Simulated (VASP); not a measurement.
HfO2, 12 atoms in the cell. Symmetry: P2_1/c, No. 14, monoclinic system. Conventional cell: a = 5.096 Å, b = 5.177 Å, c = 5.272 Å, α = 90.00°, β = 99.62°, γ = 90.00°. Hf (site symmetry 1) has 7 O at 2.04 to 2.23 Å as nearest neighbours. Around O (site symmetry 1) lie 4 Hf at 2.14 to 2.23 Å. O (site symmetry 1) is surrounded by 3 Hf at 2.04 to 2.13 Å.  The cell isn't the ideal one: relaxed again under DFT PBEsol, scalar-relativistic, plane waves, PAW.

```yaml
Program: VASP 6.6.1
Task: single point
Functional: PBEsol
Potentials_or_basis: VASP PAW PBE potentials, release 64 (Hf_pv, O)
Cutoff: 520 eV
k_mesh: 6 × 6 × 6
Occupations: gaussian, width 0.02 eV
Spin: no spin polarisation
Dipole_correction: no
Further_INCAR_settings: ALGO = Fast; EDIFF = 1e-06; NBANDS = 56
```

Potentials or basis: VASP PAW PBE potentials, release 64 (Hf_pv, O).

Launch:

```sh
$ cat potpaw_PBE.64/Hf_pv/POTCAR potpaw_PBE.64/O/POTCAR > POTCAR
$ mpirun -np 1 vasp_std > vasp.out
```

Hardware: 1 thread of Intel(R) Xeon(R) Platinum 8559C (Emerald Rapids), with other jobs on the host.

Estimate the wall time of this run.

It took 12 min on 1 thread of Intel(R) Xeon(R) Platinum 8559C (Emerald Rapids) (shared host), peak memory 0.53 GiB. Counts: scf iterations 18, k points 80.
